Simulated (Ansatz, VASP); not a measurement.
# GaN in VASP and in Ansatz

```
Ga N
1.0
     3.19000    0.00000    0.00000
    -1.59500    2.76262    0.00000
     0.00000    0.00000    5.17958
Ga N
2 2
Direct
  0.33333 0.66667 0.99986
  0.66667 0.33333 0.49986
  0.33333 0.66667 0.37714
  0.66667 0.33333 0.87714
```

Alike in both runs: functional PBEsol; k mesh 8 × 8 × 6; no spin polarisation.

Ansatz relaxed the structure, and its values are those at the end. VASP's run is a single point on that final structure, the one shown.

|  | VASP | Ansatz |
| --- | --- | --- |
| version | VASP 6.6.1 | Ansatz 0.2.0 |
| potentials or method | VASP PAW PBE potentials, release 64 (Ga_d, N) | scalar-relativistic, plane waves, PAW |
| plane-wave cutoff (eV) | 520 | 420 |
| occupations | gaussian, width 0.01 eV | fixed |
| valence electrons in the cell | 36 | 36 |

Ansatz gave:

```
gap on the k mesh at the Fermi level (eV) : 1.86
least direct gap on the mesh (eV)         : 1.86
pressure (GPa)                            : -0.7
```

Task: Which values does VASP return?

Result: gap on the k mesh at the Fermi level (eV): 1.88; least direct gap on the mesh (eV): 1.88; pressure (GPa): -0.8.

Caveats: the PAW data sets were made with another functional, which shifts forces and pressure a little (VASP).
